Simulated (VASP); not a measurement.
# Tl (P6_3/mmc) in VASP: further runs, part 5 of 8

VASP 6.6.1. Earlier steps stand in the parts before.

### Step 51. Equation of state, PBEsol, 27.72 Å³/atom

Contents of INCAR:

```
SYSTEM = Tl
ADDGRID  = .False.      
ALGO     = Normal         ! electronic algorithm
EDIFF    = 1E-6           ! SCF threshold, eV
ENCUT    = 450            ! plane-wave cutoff, eV
GGA      = PS             ! functional
ISIF     = 2              ! what is computed and relaxed
ISMEAR   = 1              ! smearing method
LASPH    = .True.         ! aspherical terms in the spheres
LCHARG   = .False.        ! write CHGCAR
LREAL    = Auto         
LWAVE    = .False.        ! write WAVECAR
NELM     = 100            ! most SCF steps
PREC     = Accurate       ! precision mode
SIGMA    = 0.1            ! smearing width, eV
```

Contents of KPOINTS:

```
k-points
0
Gamma
  6 6 4
  0 0 0
```

Contents of POSCAR:

```
Tl
1.0
    3.4210885222      0.0000000000      0.0000000000
   -1.7105442611      2.9627495688      0.0000000000
    0.0000000000      0.0000000000      5.4691881034
Tl
2
Direct
    0.6666666667      0.3333333333      0.7500000000
    0.3333333333      0.6666666667      0.2500000000
```

Potentials or basis: VASP PAW PBE potentials, release 64 (Tl_d).

The run is started by

```console
$ cat potpaw_PBE.64/Tl_d/POTCAR > POTCAR
$ mpirun -np 1 vasp_std > vasp.out
```

Wall time 9.7 s (1 thread of AMD EPYC 9R45 (Zen 5), shared host); peak memory 0.12 GiB.

These settings aren't checked as converged: the numbers below hold their error.

What came out:

```
Free energy            : -5.2286 eV
Pressure               : 1.2 GPa
Band gap on the k mesh : none (metal or under the smearing width)
```

Caveat: the PAW data sets were made with another functional, which shifts forces and pressure a little.

### Step 52. Equation of state, PBEsol, 29.43 Å³/atom

INCAR is that of step 51.

KPOINTS is that of step 51.

Contents of POSCAR:

```
Tl
1.0
    3.4902200473      0.0000000000      0.0000000000
   -1.7451100236      3.0226192258      0.0000000000
    0.0000000000      0.0000000000      5.5797065281
Tl
2
Direct
    0.6666666667      0.3333333333      0.7500000000
    0.3333333333      0.6666666667      0.2500000000
```

The run is started by

```console
$ cat potpaw_PBE.64/Tl_d/POTCAR > POTCAR
$ mpirun -np 1 vasp_std > vasp.out
```

Wall time 11 s (1 thread of AMD EPYC 9R45 (Zen 5), shared host); peak memory 0.13 GiB.

The run converged, but some of its settings lie outside the range that counts as converged, so its numbers aren't taken as properties of the crystal.

Results:

```yaml
Free_energy: -5.2284 eV
Pressure: -1.0 GPa
Band_gap_on_the_k_mesh: none (metal or under the smearing width)
```

Caveat: the PAW data sets were made with another functional, which shifts forces and pressure a little.

### Step 53. Equation of state, PBEsol, 27.72 Å³/atom

INCAR, as its differences from that of step 52:

```diff
@@ -3,3 +3,3 @@
 ALGO     = Normal         ! electronic algorithm
-EDIFF    = 1E-6           ! SCF threshold, eV
+EDIFF    = 0.01           ! SCF threshold, eV
 ENCUT    = 450            ! plane-wave cutoff, eV
@@ -10,3 +10,3 @@
 LCHARG   = .False.        ! write CHGCAR
-LREAL    = Auto         
+LREAL    = .False.        ! projectors in reciprocal space
 LWAVE    = .False.        ! write WAVECAR
```

KPOINTS is that of step 52.

Contents of POSCAR:

```
Tl
1.0
    3.4210885222      0.0000000000      0.0000000000
   -1.7105442611      2.9627495688      0.0000000000
    0.0000000000      0.0000000000      5.4691881034
Tl
2
Direct
    0.6666666667      0.3333333333      0.7500000000
    0.3333333333      0.6666666667      0.2500000000
```

The run is started by

```console
$ cat potpaw_PBE.64/Tl_d/POTCAR > POTCAR
$ mpirun -np 1 vasp_std > vasp.out
```

It took 5.1 s on 1 thread of AMD EPYC 9R45 (Zen 5), shared host; peak memory 0.12 GiB.

These settings aren't checked as converged: the numbers below hold their error.

What came out:

```yaml
Free_energy: -5.2283 eV
Pressure: 1.1 GPa
Band_gap_on_the_k_mesh: none (metal or under the smearing width)
```

Caveat: the PAW data sets were made with another functional, which shifts forces and pressure a little.

### Step 54. Equation of state, PBEsol, 29.43 Å³/atom

INCAR is that of step 53.

KPOINTS is that of step 53.

Contents of POSCAR:

```
Tl
1.0
    3.4902200473      0.0000000000      0.0000000000
   -1.7451100236      3.0226192258      0.0000000000
    0.0000000000      0.0000000000      5.5797065281
Tl
2
Direct
    0.6666666667      0.3333333333      0.7500000000
    0.3333333333      0.6666666667      0.2500000000
```

Potentials or basis: VASP PAW PBE potentials, release 64 (Tl_d).

The run is started by

```console
$ cat potpaw_PBE.64/Tl_d/POTCAR > POTCAR
$ mpirun -np 1 vasp_std > vasp.out
```

Wall time 5.1 s (1 thread of AMD EPYC 9R45 (Zen 5), shared host); peak memory 0.13 GiB.

These settings aren't checked as converged: the numbers below hold their error.

Results:

- Free energy: -5.2282 eV
- Pressure: -1.0 GPa
- Band gap on the k mesh: none (metal or under the smearing width)

Caveat: the PAW data sets were made with another functional, which shifts forces and pressure a little.

### Step 55. Equation of state, PBEsol, 27.72 Å³/atom

INCAR, as its differences from that of step 54:

```diff
@@ -3,3 +3,3 @@
 ALGO     = Normal         ! electronic algorithm
-EDIFF    = 0.01           ! SCF threshold, eV
+EDIFF    = 0.001          ! SCF threshold, eV
 ENCUT    = 450            ! plane-wave cutoff, eV
```

KPOINTS is that of step 54.

Contents of POSCAR:

```
Tl
1.0
    3.4210885222      0.0000000000      0.0000000000
   -1.7105442611      2.9627495688      0.0000000000
    0.0000000000      0.0000000000      5.4691881034
Tl
2
Direct
    0.6666666667      0.3333333333      0.7500000000
    0.3333333333      0.6666666667      0.2500000000
```

The run is started by

```console
$ cat potpaw_PBE.64/Tl_d/POTCAR > POTCAR
$ mpirun -np 1 vasp_std > vasp.out
```

Run time: 5.7 s. Hardware: 1 thread of AMD EPYC 9R45 (Zen 5), shared host; peak memory 0.12 GiB.

The run converged, but some of its settings lie outside the range that counts as converged, so its numbers aren't taken as properties of the crystal.

Results:

- Free energy: -5.2283 eV
- Pressure: 1.1 GPa
- Band gap on the k mesh: none (metal or under the smearing width)

Caveat: the PAW data sets were made with another functional, which shifts forces and pressure a little.

### Step 56. Equation of state, PBEsol, 29.43 Å³/atom

INCAR is that of step 55.

KPOINTS is that of step 55.

Contents of POSCAR:

```
Tl
1.0
    3.4902200473      0.0000000000      0.0000000000
   -1.7451100236      3.0226192258      0.0000000000
    0.0000000000      0.0000000000      5.5797065281
Tl
2
Direct
    0.6666666667      0.3333333333      0.7500000000
    0.3333333333      0.6666666667      0.2500000000
```

The run is started by

```console
$ cat potpaw_PBE.64/Tl_d/POTCAR > POTCAR
$ mpirun -np 1 vasp_std > vasp.out
```

It took 5.3 s on 1 thread of AMD EPYC 9R45 (Zen 5), shared host; peak memory 0.12 GiB.

The run converged, but some of its settings lie outside the range that counts as converged, so its numbers aren't taken as properties of the crystal.

Results:

```yaml
Free_energy: -5.2282 eV
Pressure: -1.1 GPa
Band_gap_on_the_k_mesh: none (metal or under the smearing width)
```

Caveat: the PAW data sets were made with another functional, which shifts forces and pressure a little.

### Step 57. Equation of state, PBEsol, 27.72 Å³/atom

INCAR, as its differences from that of step 56:

```diff
@@ -3,3 +3,3 @@
 ALGO     = Normal         ! electronic algorithm
-EDIFF    = 0.001          ! SCF threshold, eV
+EDIFF    = 1E-4           ! SCF threshold, eV
 ENCUT    = 450            ! plane-wave cutoff, eV
```

KPOINTS is that of step 56.

Contents of POSCAR:

```
Tl
1.0
    3.4210885222      0.0000000000      0.0000000000
   -1.7105442611      2.9627495688      0.0000000000
    0.0000000000      0.0000000000      5.4691881034
Tl
2
Direct
    0.6666666667      0.3333333333      0.7500000000
    0.3333333333      0.6666666667      0.2500000000
```

Potentials or basis: VASP PAW PBE potentials, release 64 (Tl_d).

The run is started by

```console
$ cat potpaw_PBE.64/Tl_d/POTCAR > POTCAR
$ mpirun -np 1 vasp_std > vasp.out
```

Run time: 5.6 s. Hardware: 1 thread of AMD EPYC 9R45 (Zen 5), shared host; peak memory 0.12 GiB.

These settings aren't checked as converged: the numbers below hold their error.

Results:

```yaml
Free_energy: -5.2283 eV
Pressure: 1.1 GPa
Band_gap_on_the_k_mesh: none (metal or under the smearing width)
```

Caveat: the PAW data sets were made with another functional, which shifts forces and pressure a little.

### Step 58. Equation of state, PBEsol, 29.43 Å³/atom

INCAR is that of step 57.

KPOINTS is that of step 57.

Contents of POSCAR:

```
Tl
1.0
    3.4902200473      0.0000000000      0.0000000000
   -1.7451100236      3.0226192258      0.0000000000
    0.0000000000      0.0000000000      5.5797065281
Tl
2
Direct
    0.6666666667      0.3333333333      0.7500000000
    0.3333333333      0.6666666667      0.2500000000
```

The run is started by

```console
$ cat potpaw_PBE.64/Tl_d/POTCAR > POTCAR
$ mpirun -np 1 vasp_std > vasp.out
```

Wall time 5.7 s (1 thread of AMD EPYC 9R45 (Zen 5), shared host); peak memory 0.12 GiB.

These settings aren't checked as converged: the numbers below hold their error.

What came out:

```yaml
Free_energy: -5.2282 eV
Pressure: -1.1 GPa
Band_gap_on_the_k_mesh: none (metal or under the smearing width)
```

Caveat: the PAW data sets were made with another functional, which shifts forces and pressure a little.

### Step 59. Equation of state, PBEsol, 27.72 Å³/atom

INCAR, as its differences from that of step 58:

```diff
@@ -3,3 +3,3 @@
 ALGO     = Normal         ! electronic algorithm
-EDIFF    = 1E-4           ! SCF threshold, eV
+EDIFF    = 1E-5           ! SCF threshold, eV
 ENCUT    = 450            ! plane-wave cutoff, eV
```

KPOINTS is that of step 58.

Contents of POSCAR:

```
Tl
1.0
    3.4210885222      0.0000000000      0.0000000000
   -1.7105442611      2.9627495688      0.0000000000
    0.0000000000      0.0000000000      5.4691881034
Tl
2
Direct
    0.6666666667      0.3333333333      0.7500000000
    0.3333333333      0.6666666667      0.2500000000
```

The run is started by

```console
$ cat potpaw_PBE.64/Tl_d/POTCAR > POTCAR
$ mpirun -np 1 vasp_std > vasp.out
```

Run time: 5.8 s. Hardware: 1 thread of AMD EPYC 9R45 (Zen 5), shared host; peak memory 0.12 GiB.

These settings aren't checked as converged: the numbers below hold their error.

What came out:

* Free energy: -5.2283 eV
* Pressure: 1.1 GPa
* Band gap on the k mesh: none (metal or under the smearing width)

Caveat: the PAW data sets were made with another functional, which shifts forces and pressure a little.

### Step 60. Equation of state, PBEsol, 29.43 Å³/atom

INCAR is that of step 59.

KPOINTS is that of step 59.

Contents of POSCAR:

```
Tl
1.0
    3.4902200473      0.0000000000      0.0000000000
   -1.7451100236      3.0226192258      0.0000000000
    0.0000000000      0.0000000000      5.5797065281
Tl
2
Direct
    0.6666666667      0.3333333333      0.7500000000
    0.3333333333      0.6666666667      0.2500000000
```

Potentials or basis: VASP PAW PBE potentials, release 64 (Tl_d).

The run is started by

```console
$ cat potpaw_PBE.64/Tl_d/POTCAR > POTCAR
$ mpirun -np 1 vasp_std > vasp.out
```

Run time: 5.8 s. Hardware: 1 thread of AMD EPYC 9R45 (Zen 5), shared host; peak memory 0.13 GiB.

The run converged, but some of its settings lie outside the range that counts as converged, so its numbers aren't taken as properties of the crystal.

Results:

* Free energy: -5.2282 eV
* Pressure: -1.1 GPa
* Band gap on the k mesh: none (metal or under the smearing width)

Caveat: the PAW data sets were made with another functional, which shifts forces and pressure a little.

### Step 61. Equation of state, PBEsol, 27.72 Å³/atom

INCAR, as its differences from that of step 60:

```diff
@@ -1,5 +1,5 @@
 SYSTEM = Tl
-ADDGRID  = .False.      
+ADDGRID  = .True.       
 ALGO     = Normal         ! electronic algorithm
-EDIFF    = 1E-5           ! SCF threshold, eV
+EDIFF    = 1E-6           ! SCF threshold, eV
 ENCUT    = 450            ! plane-wave cutoff, eV
```

KPOINTS is that of step 60.

Contents of POSCAR:

```
Tl
1.0
    3.4210885222      0.0000000000      0.0000000000
   -1.7105442611      2.9627495688      0.0000000000
    0.0000000000      0.0000000000      5.4691881034
Tl
2
Direct
    0.6666666667      0.3333333333      0.7500000000
    0.3333333333      0.6666666667      0.2500000000
```

The run is started by

```console
$ cat potpaw_PBE.64/Tl_d/POTCAR > POTCAR
$ mpirun -np 1 vasp_std > vasp.out
```

Run time: 9.5 s. Hardware: 1 thread of AMD EPYC 9R45 (Zen 5), shared host; peak memory 0.2 GiB.

The run converged, but some of its settings lie outside the range that counts as converged, so its numbers aren't taken as properties of the crystal.

Results:

```
Free energy            : -5.2283 eV
Pressure               : 1.2 GPa
Band gap on the k mesh : none (metal or under the smearing width)
```

Caveat: the PAW data sets were made with another functional, which shifts forces and pressure a little.

### Step 62. Equation of state, PBEsol, 29.43 Å³/atom

INCAR is that of step 61.

KPOINTS is that of step 61.

Contents of POSCAR:

```
Tl
1.0
    3.4902200473      0.0000000000      0.0000000000
   -1.7451100236      3.0226192258      0.0000000000
    0.0000000000      0.0000000000      5.5797065281
Tl
2
Direct
    0.6666666667      0.3333333333      0.7500000000
    0.3333333333      0.6666666667      0.2500000000
```

The run is started by

```console
$ cat potpaw_PBE.64/Tl_d/POTCAR > POTCAR
$ mpirun -np 1 vasp_std > vasp.out
```

Run time: 11 s. Hardware: 1 thread of AMD EPYC 9R45 (Zen 5), shared host; peak memory 0.2 GiB.

The run converged, but some of its settings lie outside the range that counts as converged, so its numbers aren't taken as properties of the crystal.

What came out:

| Quantity | Value |
| --- | --- |
| Free energy | -5.2282 eV |
| Pressure | -1.1 GPa |
| Band gap on the k mesh | none (metal or under the smearing width) |

Caveat: the PAW data sets were made with another functional, which shifts forces and pressure a little.

### Step 63. Equation of state, PBEsol, 27.72 Å³/atom

INCAR, as its differences from that of step 62:

```diff
@@ -1,3 +1,3 @@
 SYSTEM = Tl
-ADDGRID  = .True.       
+ADDGRID  = .False.      
 ALGO     = Normal         ! electronic algorithm
@@ -8,3 +8,3 @@
 ISMEAR   = 1              ! smearing method
-LASPH    = .True.         ! aspherical terms in the spheres
+LASPH    = .False.        ! aspherical terms in the spheres
 LCHARG   = .False.        ! write CHGCAR
```

KPOINTS is that of step 62.

Contents of POSCAR:

```
Tl
1.0
    3.4210885222      0.0000000000      0.0000000000
   -1.7105442611      2.9627495688      0.0000000000
    0.0000000000      0.0000000000      5.4691881034
Tl
2
Direct
    0.6666666667      0.3333333333      0.7500000000
    0.3333333333      0.6666666667      0.2500000000
```

Potentials or basis: VASP PAW PBE potentials, release 64 (Tl_d).

The run is started by

```console
$ cat potpaw_PBE.64/Tl_d/POTCAR > POTCAR
$ mpirun -np 1 vasp_std > vasp.out
```

It took 8.1 s on 1 thread of AMD EPYC 9R45 (Zen 5), shared host; peak memory 0.12 GiB.

These settings aren't checked as converged: the numbers below hold their error.

What came out:

```
Free energy            : -5.2283 eV
Pressure               : 1.2 GPa
Band gap on the k mesh : none (metal or under the smearing width)
```

Caveat: the PAW data sets were made with another functional, which shifts forces and pressure a little.

### Step 64. Equation of state, PBEsol, 29.43 Å³/atom

INCAR is that of step 63.

KPOINTS is that of step 63.

Contents of POSCAR:

```
Tl
1.0
    3.4902200473      0.0000000000      0.0000000000
   -1.7451100236      3.0226192258      0.0000000000
    0.0000000000      0.0000000000      5.5797065281
Tl
2
Direct
    0.6666666667      0.3333333333      0.7500000000
    0.3333333333      0.6666666667      0.2500000000
```

The run is started by

```console
$ cat potpaw_PBE.64/Tl_d/POTCAR > POTCAR
$ mpirun -np 1 vasp_std > vasp.out
```

It took 8.5 s on 1 thread of AMD EPYC 9R45 (Zen 5), shared host; peak memory 0.12 GiB.

These settings aren't checked as converged: the numbers below hold their error.

Results:

* Free energy: -5.2282 eV
* Pressure: -1.1 GPa
* Band gap on the k mesh: none (metal or under the smearing width)

Caveat: the PAW data sets were made with another functional, which shifts forces and pressure a little.

### Step 65. Equation of state, PBEsol, 27.72 Å³/atom

Contents of INCAR:

```
SYSTEM = Tl
ADDGRID  = .False.      
ALGO     = Normal         ! electronic algorithm
EDIFF    = 1E-4           ! SCF threshold, eV
ENCUT    = 450            ! plane-wave cutoff, eV
GGA      = PS             ! functional
ISIF     = 2              ! what is computed and relaxed
ISMEAR   = 1              ! smearing method
LASPH    = .True.         ! aspherical terms in the spheres
LCHARG   = .False.        ! write CHGCAR
LREAL    = Auto         
LWAVE    = .False.        ! write WAVECAR
NELM     = 100            ! most SCF steps
PREC     = Normal         ! precision mode
SIGMA    = 0.1            ! smearing width, eV
```

KPOINTS is that of step 64.

Contents of POSCAR:

```
Tl
1.0
    3.4210885222      0.0000000000      0.0000000000
   -1.7105442611      2.9627495688      0.0000000000
    0.0000000000      0.0000000000      5.4691881034
Tl
2
Direct
    0.6666666667      0.3333333333      0.7500000000
    0.3333333333      0.6666666667      0.2500000000
```

The run is started by

```console
$ cat potpaw_PBE.64/Tl_d/POTCAR > POTCAR
$ mpirun -np 1 vasp_std > vasp.out
```

Wall time 4.9 s (1 thread of AMD EPYC 9R45 (Zen 5), shared host); peak memory 0.09 GiB.

These settings aren't checked as converged: the numbers below hold their error.

Results:

* Free energy: -5.2289 eV
* Pressure: 1.1 GPa
* Band gap on the k mesh: none (metal or under the smearing width)

Caveat: the PAW data sets were made with another functional, which shifts forces and pressure a little.

### Step 66. Equation of state, PBEsol, 29.43 Å³/atom

INCAR is that of step 65.

KPOINTS is that of step 65.

Contents of POSCAR:

```
Tl
1.0
    3.4902200473      0.0000000000      0.0000000000
   -1.7451100236      3.0226192258      0.0000000000
    0.0000000000      0.0000000000      5.5797065281
Tl
2
Direct
    0.6666666667      0.3333333333      0.7500000000
    0.3333333333      0.6666666667      0.2500000000
```

Potentials or basis: VASP PAW PBE potentials, release 64 (Tl_d).

The run is started by

```console
$ cat potpaw_PBE.64/Tl_d/POTCAR > POTCAR
$ mpirun -np 1 vasp_std > vasp.out
```

Run time: 5.4 s. Hardware: 1 thread of AMD EPYC 9R45 (Zen 5), shared host; peak memory 0.1 GiB.

These settings aren't checked as converged: the numbers below hold their error.

What came out:

- Free energy: -5.2288 eV
- Pressure: -1.1 GPa
- Band gap on the k mesh: none (metal or under the smearing width)

Caveat: the PAW data sets were made with another functional, which shifts forces and pressure a little.

### Step 67. Equation of state, PBEsol, 27.72 Å³/atom

Contents of INCAR:

```
SYSTEM = Tl
ADDGRID  = .False.      
ALGO     = Normal         ! electronic algorithm
EDIFF    = 1E-6           ! SCF threshold, eV
ENCUT    = 350            ! plane-wave cutoff, eV
GGA      = PS             ! functional
ISIF     = 2              ! what is computed and relaxed
ISMEAR   = 1              ! smearing method
LASPH    = .True.         ! aspherical terms in the spheres
LCHARG   = .False.        ! write CHGCAR
LREAL    = .False.        ! projectors in reciprocal space
LWAVE    = .False.        ! write WAVECAR
NELM     = 100            ! most SCF steps
PREC     = Accurate       ! precision mode
SIGMA    = 0.1            ! smearing width, eV
```

Contents of KPOINTS:

```
k-points
0
Gamma
  8 8 4
  0 0 0
```

Contents of POSCAR:

```
Tl
1.0
    3.4210885222      0.0000000000      0.0000000000
   -1.7105442611      2.9627495688      0.0000000000
    0.0000000000      0.0000000000      5.4691881034
Tl
2
Direct
    0.6666666667      0.3333333333      0.7500000000
    0.3333333333      0.6666666667      0.2500000000
```

The run is started by

```console
$ cat potpaw_PBE.64/Tl_d/POTCAR > POTCAR
$ mpirun -np 1 vasp_std > vasp.out
```

It took 7.8 s on 1 thread of AMD EPYC 9R45 (Zen 5), shared host; peak memory 0.12 GiB.

These settings aren't checked as converged: the numbers below hold their error.

Results:

* Free energy: -5.1422 eV
* Pressure: 1.3 GPa
* Band gap on the k mesh: none (metal or under the smearing width)

Caveat: the PAW data sets were made with another functional, which shifts forces and pressure a little.

### Step 68. Equation of state, PBEsol, 29.43 Å³/atom

INCAR is that of step 67.

KPOINTS is that of step 67.

Contents of POSCAR:

```
Tl
1.0
    3.4902200473      0.0000000000      0.0000000000
   -1.7451100236      3.0226192258      0.0000000000
    0.0000000000      0.0000000000      5.5797065281
Tl
2
Direct
    0.6666666667      0.3333333333      0.7500000000
    0.3333333333      0.6666666667      0.2500000000
```

The run is started by

```console
$ cat potpaw_PBE.64/Tl_d/POTCAR > POTCAR
$ mpirun -np 1 vasp_std > vasp.out
```

Wall time 8 s (1 thread of AMD EPYC 9R45 (Zen 5), shared host); peak memory 0.12 GiB.

These settings aren't checked as converged: the numbers below hold their error.

Results:

| Quantity | Value |
| --- | --- |
| Free energy | -5.1561 eV |
| Pressure | -1.0 GPa |
| Band gap on the k mesh | none (metal or under the smearing width) |

Caveat: the PAW data sets were made with another functional, which shifts forces and pressure a little.

(Continued in part 6 of 8.)
